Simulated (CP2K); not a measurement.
Rh:

```xyz
1
Lattice="2.6840 0.0000 0.0000 1.3420 2.3244 0.0000 1.3420 0.7748 2.1914" Properties=species:S:1:pos:R:3 pbc="T T T"
Rh    0.0000    0.0000    0.0000
```

Base run:

```yaml
Program: CP2K 2026.2
Functional: vdW-DF2
Potentials_or_basis: POTENTIAL_UZH Rh GTH-PBE-q17; TZVP-MOLOPT-PBE-GTH basis
Density_cutoff: 9184 eV
k_mesh: 12 × 12 × 12
Occupations: fermi-dirac, width 0.05 eV
Spin: no spin polarisation
```

Its results: band gap on the k mesh none (metal or under the smearing width); pressure 33.1 GPa.

Task: After a change of settings the same cell gave: band gap on the k mesh none (metal or under the smearing width); pressure 9.7 GPa. Which change was it?
A. functional from vdW-DF2 to r2SCAN
B. functional from vdW-DF2 to PBEsol; density cutoff from 9184 eV to 6123 eV; cutoff of the grids from 675 Ry to 450 Ry
C. functional from vdW-DF2 to PBEsol
D. functional from vdW-DF2 to PBE

Result: D.

Caveats: the basis of atomic orbitals isn't converged, which shifts pressures, moduli and gaps; a pressure of tens of GPa on the cell as given is suspect, and the run, the potentials or the cell itself is likely at fault (some runs); the potentials were made for another functional, which shifts forces and pressure (some runs).

Not every run made on this cell is shown here.
